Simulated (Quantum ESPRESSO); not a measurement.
# WC (F-43m) in Quantum ESPRESSO: convergence with smearing width

Aim: find how far smearing width must go before the results for WC settle, at PBE. This setting moves, with any that are tied to it; all else stays.

Everything below comes from runs of Quantum ESPRESSO 7.5. Logs are shortened: lines on timing, memory, paths and dates and some standing lists are left out, and cuts for length are marked.

## (1) The crystal as given

Symmetry: F-43m, No. 216, cubic system. The conventional cell has a = 4.604 Å, b = 4.604 Å, c = 4.604 Å, α = 90.00°, β = 90.00°, γ = 90.00°. Around W (site symmetry -43m) lie 4 C at 1.99 Å. C (site symmetry -43m) has 4 W at 1.99 Å as nearest neighbours.

The cell was built by a generator and needn't be a form met in nature.

## (2) With smearing width 0.5 eV

pw.in

```
&CONTROL
  calculation = 'scf'
  prefix = 'pwscf'
  outdir = './tmp'
  pseudo_dir = './pseudo'
  tprnfor = .true.
  tstress = .true.
  disk_io = 'nowf'
/
&SYSTEM
  ibrav = 0
  nat = 2
  ntyp = 2
  ecutwfc = 82
  nbnd = 15
  occupations = 'smearing'
  smearing = 'fd'
  degauss = 0.03674932
/
&ELECTRONS
  conv_thr = 4d-10
  electron_maxstep = 120
  mixing_beta = 0.5
/
ATOMIC_SPECIES
W    183.8400 W.upf
C     12.0110 C.upf
CELL_PARAMETERS angstrom
   0.0000000000    2.3021091000    2.3021091000
   2.3021091000    0.0000000000    2.3021091000
   2.3021091000    2.3021091000    0.0000000000
ATOMIC_POSITIONS crystal
W      0.0000000000    0.0000000000    0.0000000000
C      0.7500000000    0.7500000000    0.7500000000
K_POINTS automatic
10 10 10 0 0 0
```

Potentials or basis: PseudoDojo 0.4 SR PBE stringent.

Run with:

```sh
OMP_NUM_THREADS=1 pw.x -in pw.in > pw.out
```

It took 18 s on 1 thread of Arm Neoverse V2, shared host; peak memory 0.07 GiB.

What came out:

| Property | Result |
| --- | --- |
| Free energy | -2227.2639 eV |
| Pressure | 22.6 GPa |
| Band gap on the k mesh | none (metal or under the smearing width) |

## (3) With smearing width 0.3 eV

Edit pw.in of step 2 so:

```diff
@@ -17,3 +17,3 @@
   smearing = 'fd'
-  degauss = 0.03674932
+  degauss = 0.02204959
 /
```

Potentials or basis: PseudoDojo 0.4 SR PBE stringent.

Run with:

```sh
OMP_NUM_THREADS=1 pw.x -in pw.in > pw.out
```

Wall time 18 s (1 thread of Arm Neoverse V2, shared host); peak memory 0.07 GiB.

What came out:

| Quantity | Value |
| --- | --- |
| Free energy | -2226.9859 eV |
| Pressure | 19.9 GPa |
| Band gap on the k mesh | none (metal or under the smearing width) |

## (4) With smearing width 0.2 eV

Edit pw.in of step 3 so:

```diff
@@ -17,3 +17,3 @@
   smearing = 'fd'
-  degauss = 0.02204959
+  degauss = 0.01469973
 /
```

Run with:

```sh
OMP_NUM_THREADS=1 pw.x -in pw.in > pw.out
```

It took 18 s on 1 thread of Arm Neoverse V2, shared host; peak memory 0.07 GiB.

Results:

```
Free energy            : -2226.9016 eV
Pressure               : 18.8 GPa
Band gap on the k mesh : none (metal or under the smearing width)
```

## (5) With smearing width 0.136 eV

Edit pw.in of step 4 so:

```diff
@@ -17,3 +17,3 @@
   smearing = 'fd'
-  degauss = 0.01469973
+  degauss = 0.00999582
 /
```

Run with:

```sh
OMP_NUM_THREADS=1 pw.x -in pw.in > pw.out
```

Run time: 18 s. Hardware: 1 thread of Arm Neoverse V2, shared host; peak memory 0.07 GiB.

What came out:

```yaml
Free_energy: -2226.8682 eV
Pressure: 18.4 GPa
Band_gap_on_the_k_mesh: none (metal or under the smearing width)
```

## (6) With smearing width 0.1 eV

Edit pw.in of step 5 so:

```diff
@@ -17,3 +17,3 @@
   smearing = 'fd'
-  degauss = 0.00999582
+  degauss = 0.00734986
 /
```

Potentials or basis: PseudoDojo 0.4 SR PBE stringent.

Run with:

```sh
OMP_NUM_THREADS=1 pw.x -in pw.in > pw.out
```

Run time: 19 s. Hardware: 1 thread of Arm Neoverse V2, shared host; peak memory 0.07 GiB.

The run converged. Its results:

```
Free energy            : -2226.8562 eV
Pressure               : 18.2 GPa
Band gap on the k mesh : none (metal or under the smearing width)
```

## (7) With smearing width 0.05 eV

Edit pw.in of step 6 so:

```diff
@@ -17,3 +17,3 @@
   smearing = 'fd'
-  degauss = 0.00734986
+  degauss = 0.00367493
 /
```

Run with:

```sh
OMP_NUM_THREADS=1 pw.x -in pw.in > pw.out
```

Wall time 19 s (1 thread of Arm Neoverse V2, shared host); peak memory 0.07 GiB.

Results (log left out):

```yaml
Free_energy: -2226.8464 eV
Pressure: 18.1 GPa
Band_gap_on_the_k_mesh: none (metal or under the smearing width)
```

## (8) With smearing width 0.025 eV

Edit pw.in of step 7 so:

```diff
@@ -17,3 +17,3 @@
   smearing = 'fd'
-  degauss = 0.00367493
+  degauss = 0.00183747
 /
```

Run with:

```sh
OMP_NUM_THREADS=1 pw.x -in pw.in > pw.out
```

Wall time 18 s (1 thread of Arm Neoverse V2, shared host); peak memory 0.07 GiB.

Results (log left out):

```yaml
Free_energy: -2226.8440 eV
Pressure: 18.0 GPa
Band_gap_on_the_k_mesh: none (metal or under the smearing width)
```

## (9) With smearing width 0.01 eV

Edit pw.in of step 8 so:

```diff
@@ -17,3 +17,3 @@
   smearing = 'fd'
-  degauss = 0.00183747
+  degauss = 0.00073499
 /
```

Potentials or basis: PseudoDojo 0.4 SR PBE stringent.

Run with:

```sh
OMP_NUM_THREADS=1 pw.x -in pw.in > pw.out
```

pw.out:

```text
This program is part of the open-source Quantum ESPRESSO suite
     for quantum simulation of materials; please cite
[... 9 lines left out ...]
     --------------------
     sticks:   dense  smooth     PW     G-vecs:    dense   smooth      PW
     Sum         847     847    253                16529    16529    2733

     Using Slab Decomposition

     bravais-lattice index     =            0
     lattice parameter (alat)  =       6.1523  a.u.
     unit-cell volume          =     164.6661 (a.u.)^3
     number of atoms/cell      =            2
     number of atomic types    =            2
     number of electrons       =        18.00
     number of Kohn-Sham states=           15
     kinetic-energy cutoff     =      82.0000  Ry
     charge density cutoff     =     328.0000  Ry
     scf convergence threshold =      4.0E-10
     mixing beta               =       0.5000
     number of iterations used =            8  plain     mixing
     Exchange-correlation= PBE
                           (   1   4   3   4   0   0   0)

     celldm(1)=   6.152332  celldm(2)=   0.000000  celldm(3)=   0.000000
     celldm(4)=   0.000000  celldm(5)=   0.000000  celldm(6)=   0.000000

     crystal axes: (cart. coord. in units of alat)
               a(1) = (   0.000000   0.707107   0.707107 )
               a(2) = (   0.707107   0.000000   0.707107 )
               a(3) = (   0.707107   0.707107   0.000000 )

     reciprocal axes: (cart. coord. in units 2 pi/alat)
               b(1) = ( -0.707107  0.707107  0.707107 )
               b(2) = (  0.707107 -0.707107  0.707107 )
               b(3) = (  0.707107  0.707107 -0.707107 )

     PseudoPot. # 1 for W  read from file:
     W.upf
     Pseudo is Norm-conserving + core correction, Zval = 14.0
     Generated using ONCVPSP code by D. R. Hamann
     Using radial grid of 1396 points,  8 beta functions with:
[... 32 lines left out ...]
                       cart. coord. in units 2pi/alat
        k(    1) = (   0.0000000   0.0000000   0.0000000), wk =   0.0020000
        k(    2) = (   0.0707107   0.0707107  -0.0707107), wk =   0.0160000
        k(    3) = (   0.1414214   0.1414214  -0.1414214), wk =   0.0160000
        k(    4) = (   0.2121320   0.2121320  -0.2121320), wk =   0.0160000
        k(    5) = (   0.2828427   0.2828427  -0.2828427), wk =   0.0160000
        k(    6) = (  -0.3535534  -0.3535534   0.3535534), wk =   0.0080000
[... 39 lines left out ...]
        k(   46) = (  -0.0707107  -0.3535534   0.6363961), wk =   0.0480000
        k(   47) = (  -0.7071068   0.2828427   0.0000000), wk =   0.0240000

     Dense  grid:    16529 G-vectors     FFT dimensions: (  36,  36,  36)

     Initial potential from superposition of free atoms

     starting charge      17.9994, renormalised to      18.0000
     Starting wfcs are   14 randomized atomic wfcs +    1 random wfcs

     Self-consistent Calculation

     iteration #  1     ecut=    82.00 Ry     beta= 0.50
     Davidson diagonalization with overlap
     ethr =  1.00E-02,  avg # of iterations =  6.0

     total energy              =    -163.43990516 Ry
     estimated scf accuracy    <       0.64273278 Ry
[... 50 lines left out ...]
     iteration #  9     ecut=    82.00 Ry     beta= 0.50
     Davidson diagonalization with overlap
     ethr =  5.36E-11,  avg # of iterations =  2.0

     End of self-consistent calculation

          k = 0.0000 0.0000 0.0000 (  2085 PWs)   bands (ev):

   -56.9922 -21.1400 -21.1400 -21.1400   3.5515  11.7021  11.7021  11.7021
    17.6740  17.6740  20.5354  25.6053  25.6053  25.6053  32.4247

          k = 0.0707 0.0707-0.0707 (  2073 PWs)   bands (ev):
[... 146 lines left out ...]
   -56.9664 -21.5126 -21.2875 -21.2875   6.3664   9.9225  14.9142  14.9142
    15.4600  19.3998  19.7426  20.6685  20.6685  30.6555  31.1307

          k = 0.2828 0.1414 0.0000 (  2059 PWs)   bands (ev):

   -56.9817 -21.3150 -21.2079 -21.1759   4.7386  10.9117  12.3838  12.4563
    16.4826  18.1324  22.2361  24.5441  25.0143  25.9398  28.4993

          k = 0.3536 0.2121-0.0707 (  2057 PWs)   bands (ev):
[... 71 lines left out ...]
   -56.9664 -21.4442 -21.3577 -21.2900   6.4203  11.1105  13.1151  14.4423
    15.5956  17.9404  19.5769  21.5696  23.5353  30.4285  30.8020

     the Fermi energy is    17.7902 ev

!    total energy              =    -163.66994871 Ry
     estimated scf accuracy    <          2.5E-10 Ry
     smearing contrib. (-TS)   =      -0.00003980 Ry
     internal energy E=F+TS    =    -163.66990891 Ry

     The total energy is F=E-TS. E is the sum of the following terms:
     one-electron contribution =     -26.83283300 Ry
     hartree contribution      =      22.67094368 Ry
     xc contribution           =     -37.47114955 Ry
     ewald contribution        =    -122.03687004 Ry

     convergence has been achieved in   9 iterations

     Forces acting on atoms (cartesian axes, Ry/au):

     atom    1 type  1   force =     0.00000000    0.00000000   -0.00000000
     atom    2 type  2   force =    -0.00000000   -0.00000000    0.00000000

     Total force =     0.000000     Total SCF correction =     0.000000

     Computing stress (Cartesian axis) and pressure

          total   stress  (Ry/bohr**3)                   (kbar)     P=      180.32
   0.00122578  -0.00000000  -0.00000000          180.32       -0.00       -0.00
  -0.00000000   0.00122578  -0.00000000           -0.00      180.32       -0.00
  -0.00000000  -0.00000000   0.00122578           -0.00       -0.00      180.32

=------------------------------------------------------------------------------=
   JOB DONE.
=------------------------------------------------------------------------------=
```

It took 19 s on 1 thread of Arm Neoverse V2, shared host; peak memory 0.07 GiB.

Results:

| Property | Result |
| --- | --- |
| Free energy | -2226.8431 eV |
| Pressure | 18.0 GPa |
| Band gap on the k mesh | none (metal or under the smearing width) |

## (10) Result

```
smearing width  energy less the tightest run, at zero smearing (meV/atom)  pressure (GPa)  SCF cycles  CPU time (s)  peak memory (GiB)
        0.5 eV                                                       5.32           22.63           9            18               0.07
        0.3 eV                                                       6.07           19.88           9            18               0.07
        0.2 eV                                                       2.99           18.84           9            18               0.07
      0.136 eV                                                       0.85           18.37           9            18               0.07
        0.1 eV                                                       0.09           18.20           9            19               0.07
       0.05 eV                                                      -0.20           18.06           9            19               0.07
      0.025 eV                                                      -0.15           18.03           9            18               0.07
       0.01 eV                                                       0.00           18.03           9            19               0.07
```

Against the tightest run, the energy stays within 1 meV/atom from 0.136 eV on; the pressure stays within 0.1 GPa from 0.05 eV on. Narrower smearing needs a denser k mesh, so at a fixed mesh the narrowest width isn't the most accurate. The tightest run that finished is the yardstick and may itself not be fully converged.

Caveats: so large a pressure means that the cell lies far from this level's equilibrium, or that cutoff or potentials fall short.
